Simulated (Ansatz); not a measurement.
Relaxed AlSb (zinc blende):

```yaml
crystal:
  lattice:
    - [0.00000, 3.08862, 3.08862]
    - [3.08862, 0.00000, 3.08862]
    - [3.08862, 3.08862, 0.00000]
  atoms:
    - { symbol: Sb, position: [0.75000, 0.75000, 0.75000] }
    - { symbol: Al, position: [0.00000, 0.00000, 0.00000] }
```

In each cell atom 1 (Sb, nearest neighbour Al at 2.675 Å; its periodic images, 4.4 Å or more away, move with it) moves by s·(0.707, 0.707, 0.000) (along Cartesian [110]), the rest being held.

The numbers are results of r2SCAN (plane waves to 500 eV, PAW, scalar-relativistic; Ansatz, a quantum-chemistry and plane-wave program), not measurements. k mesh 11×11×11 (Γ-centred), Fermi-Dirac smearing 0.05 eV. Energies are smeared free energies. Stress and pressure are positive under compression. F∥ is the force on the atom along that direction. AlSb was relaxed with its symmetry unable to fall. Spin-orbit coupling is left out, though Sb is heavy. The zero of ΔE is the undisplaced structure.

```json
[
 {"s (Å)": "-0.270", "ΔE (meV/cell)": "294.5", "F∥ (eV/Å)": "2.199", "P (GPa)": "1.31"},
 {"s (Å)": "-0.216", "ΔE (meV/cell)": "___", "F∥ (eV/Å)": "1.749", "P (GPa)": "0.83"},
 {"s (Å)": "-0.162", "ΔE (meV/cell)": "105.5", "F∥ (eV/Å)": "1.306", "P (GPa)": "0.47"},
 {"s (Å)": "-0.108", "ΔE (meV/cell)": "46.8", "F∥ (eV/Å)": "0.868", "P (GPa)": "___"},
 {"s (Å)": "-0.054", "ΔE (meV/cell)": "___", "F∥ (eV/Å)": "0.433", "P (GPa)": "0.05"},
 {"s (Å)": "0.000", "ΔE (meV/cell)": "0.0", "F∥ (eV/Å)": "0.000", "P (GPa)": "0.00"},
 {"s (Å)": "0.054", "ΔE (meV/cell)": "___", "F∥ (eV/Å)": "-0.433", "P (GPa)": "0.05"},
 {"s (Å)": "0.108", "ΔE (meV/cell)": "46.8", "F∥ (eV/Å)": "-0.868", "P (GPa)": "___"},
 {"s (Å)": "0.162", "ΔE (meV/cell)": "105.5", "F∥ (eV/Å)": "-1.306", "P (GPa)": "0.47"},
 {"s (Å)": "0.216", "ΔE (meV/cell)": "___", "F∥ (eV/Å)": "-1.749", "P (GPa)": "0.83"},
 {"s (Å)": "0.270", "ΔE (meV/cell)": "294.5", "F∥ (eV/Å)": "-2.199", "P (GPa)": "1.31"}
]
```

Question: What belongs in the gaps?

Answer: 
- -0.216, ΔE (meV/cell): 187.9
- -0.108, P (GPa): 0.21
- -0.054, ΔE (meV/cell): 11.7
- 0.054, ΔE (meV/cell): 11.7
- 0.108, P (GPa): 0.21
- 0.216, ΔE (meV/cell): 187.9

(A displaced cell: forces are minus the slopes of the energy, force constants its curvatures, and phonons follow from these.)
